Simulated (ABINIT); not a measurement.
An input for ABINIT 10.8.3 (patched build) (BN):

Contents of run.abi:

```
pp_dirpath "./"
pseudos "N.hgh, B.hgh"

acell 3*1.0
rprim
     2.5539396017     0.0000000000     0.0000000000
    -1.2769698009     2.2117765748     0.0000000000
     0.0000000000     0.0000000000     4.2268550000
ntypat 2
znucl 7 5
natom 4
typat 1 1 2 2
xred
     0.3166820000     0.6468510000     0.1200560000
     0.6668480000     0.3321150000     0.6354320000
     0.3160180000     0.6860980000     0.4836110000
     0.6854930000     0.3638900000     1.0162440000
chkprim 0
chksymtnons 0
tolsym 1.0e-6

ecut 56.0

kptopt 3
ngkpt 4 4 2
nshiftk 1
shiftk 0.0 0.0 0.0

ixc 2

nband 24
occopt 4
tsmear 0.01 eV

nsppol 1
nspinor 2
nspden 4
spinat
     0.5000000000     0.0000000000     0.0000000000
    -0.5000000000     0.0000000000     0.0000000000
     0.0000000000     0.0000000000     0.0000000000
     0.0000000000     0.0000000000     0.0000000000
nsym 1
so_psp 2*0

nstep 75
tolvrs 1.0e-10

iomode 3
prtwf 0
prtden 0
prteig 0
prtebands 0
enunit 2
```

Potentials or basis: HGH LDA.

Launch:

```bash
$ abinit run.abi > log 2>&1
```

Problem. Does this run start?

Solution. The run stopped without a result. It printed:

run.abo:

```text
.Version 10.8.3 of ABINIT
 Symmetries : space group P1 (#  1); Bravais aP (primitive triclinic)
================================================================================
 Values of the parameters that define the memory need of the present run
     intxc =       0    ionmov =       0      iscf =       7    lmnmax =       1
     lnmax =       1     mgfft =      30  mpssoang =       2    mqgrid =    3001
     natom =       4  nloc_mem =       1    nspden =       4   nspinor =       2
    nsppol =       1      nsym =       1    n1xccc =       0    ntypat =       2
    occopt =       4   xclevel =       1
       mpw =         501          nfft =        9720          nkpt =          32
[... 59 lines left out ...]

 chkinp: Checking input parameters for consistency.

 chkint_prt: ERROR -
 Context: the value of the variable nspden is 4.
  The value of the input variable ixc is 2, while it must be
  equal to one of the following: 0 1 7 8 9 11 12 13 14 15 16 17 20 23 24 26 27 31 32 33 34 35 40 41 42
  or it must be smaller or equal to 0.
  Action: you should change the input variables ixc or nspden.

Checking consistency of input data against itself revealed some problem(s).
So, stopping. The details of the problem(s) are given in the error file or the standard output file (= "log" file).
In parallel, the details might not even be printed there. Then, try running in sequential to see the details.

--- !ERROR
message: |
    Checking consistency of input data against itself gave 1 inconsistency.
    The details of the problem can be FOUND ABOVE (or in output or log file).
    In parallel, the details might not even be printed there. Then, try running in sequential to see the details.
...
```
